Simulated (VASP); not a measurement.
The system is TiC.

```
Ti C
1.0
     3.04209    0.00000    0.00000
    -1.52104    2.63452    0.00000
     0.00000    0.00000    2.69797
Ti C
1 1
Direct
  0.00000 0.00000 0.50000
  0.33333 0.66667 0.00000
```

The cell was built by a generator and needn't be a form met in nature.

| Item | Value |
| --- | --- |
| Program | VASP 6.6.1 |
| Task | relaxation of cell and atoms |
| Functional | PBEsol |
| Dispersion | D3(BJ) |
| Potentials or basis | VASP PAW PBE potentials, release 64 (Ti_sv, C) |
| Cutoff | 600 eV |
| k mesh | 10 × 10 × 10 |
| Occupations | fermi-dirac, width 0.05 eV |
| Spin | no spin polarisation |

At the start: pressure -11.8 GPa; volume 10.81 Å³/atom.

How do energy, volume and symmetry change on relaxing?

Over 9 steps the energy falls by 22.1 meV/atom and the volume is 10.23 Å³/atom (-5.4 %); space group P-6m2 (No. 187, to 0.05 Å).

Step by step:
```
step  energy change (eV)  largest force (eV/Å)  pressure (GPa)  volume (Å³)
   1              0.0000                0.0001          -11.77        21.62
   2              0.0235                0.0000           17.63        19.23
   3             -0.0432                0.0001           -0.22        20.51
   4             -0.0432                0.0001           -0.03        20.49
   5             -0.0441                0.0000            0.07        20.47
   6             -0.0443                0.0000            0.09        20.46
   7             -0.0443                0.0000            0.09        20.45
   8             -0.0443                0.0000           -0.07        20.47
   9             -0.0443                0.0000            0.02        20.46
```

Final structure:
```xyz
2
Lattice="2.9782 0.0000 0.0000 -1.4891 2.5792 0.0000 0.0000 0.0000 2.6636" Properties=species:S:1:pos:R:3 pbc="T T T"
Ti    2.9782    0.0000    1.3318
C     0.0000    1.7195    0.0000
```

Caveat: the PAW data sets were made with another functional, which shifts forces and pressure a little; pairwise dispersion overbinds metals, which lowers pressure and volume.
